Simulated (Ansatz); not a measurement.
Before relaxation, Al put at a hollow Au-Au-Au site (Au, P6_3/mmc (No. 194), (0 0 1) face):

```
Au Al
1.0
     5.76500    0.00000    0.00000
    -2.88250    4.99264    0.00000
     0.00000    0.00000   28.60931
Au Al
20 1
Direct
  0.16667 0.33333 0.29711
  0.16667 0.83333 0.29711
  0.66667 0.33333 0.29711
  0.66667 0.83333 0.29711
  0.33333 0.16667 0.38108
  0.33333 0.66667 0.38108
  0.83333 0.16667 0.38108
  0.83333 0.66667 0.38108
  0.16667 0.33333 0.46497
  0.16667 0.83333 0.46497
  0.66667 0.33333 0.46497
  0.66667 0.83333 0.46497
  0.33333 0.16667 0.54902
  0.33333 0.66667 0.54902
  0.83333 0.16667 0.54902
  0.83333 0.66667 0.54902
  0.16667 0.33333 0.63528
  0.16667 0.83333 0.63528
  0.66667 0.33333 0.63528
  0.66667 0.83333 0.63528
  0.83333 0.66667 0.70379
```

All numbers below come from DFT PBE+D3(BJ), scalar-relativistic, plane waves, PAW (Ansatz 0.2.0). Cutoff 420 eV; k points 6×6×1 on the computed 21-atom cell (Γ-centred); Gaussian smearing, width 0.10 eV; no spin polarisation. A dipole correction removes the field between periodic images along c.

Atoms 1, 2, 3, 4, 5, 6, 7, 8 (counted from 1) are held. The cell is fixed. Force threshold 0.03 eV/Å.

(1) Where does it end?

The end is the local minimum or symmetric point that this start leads to.

Spin–orbit coupling is left out, which can shift energies with elements as heavy as these.

Answers

(1) The energy falls by 0.033 eV in 5 steps, to:

```xyz
21
Lattice="5.7650 0.0000 0.0000 -2.8825 4.9926 0.0000 0.0000 0.0000 28.6093" Properties=species:S:1:pos:R:3 pbc="T T T"
Au    0.0000    1.6642    8.5000
Au   -1.4412    4.1605    8.5000
Au    2.8825    1.6642    8.5000
Au    1.4412    4.1605    8.5000
Au    1.4412    0.8321   10.9023
Au    0.0000    3.3284   10.9023
Au    4.3237    0.8321   10.9023
Au    2.8825    3.3284   10.9023
Au    0.0000    1.6642   13.3085
Au   -1.4435    4.1593   13.2963
Au    2.8825    1.6668   13.2963
Au    1.4435    4.1593   13.2963
Au    1.4394    0.8332   15.6899
Au    0.0000    3.3263   15.6899
Au    4.3256    0.8332   15.6899
Au    2.8825    3.3284   15.6974
Au    0.0000    1.6642   18.1599
Au   -1.4098    4.1787   18.1581
Au    2.8825    1.6278   18.1581
Au    1.4098    4.1787   18.1581
Al    2.8825    3.3284   20.0303
```

The reference crystal is a form of Au, which isn't its usual structure.

Cost: 1 run of about 7.9 core-minutes, on Intel Xeon Platinum 8375C (Ice Lake) (shared hosts).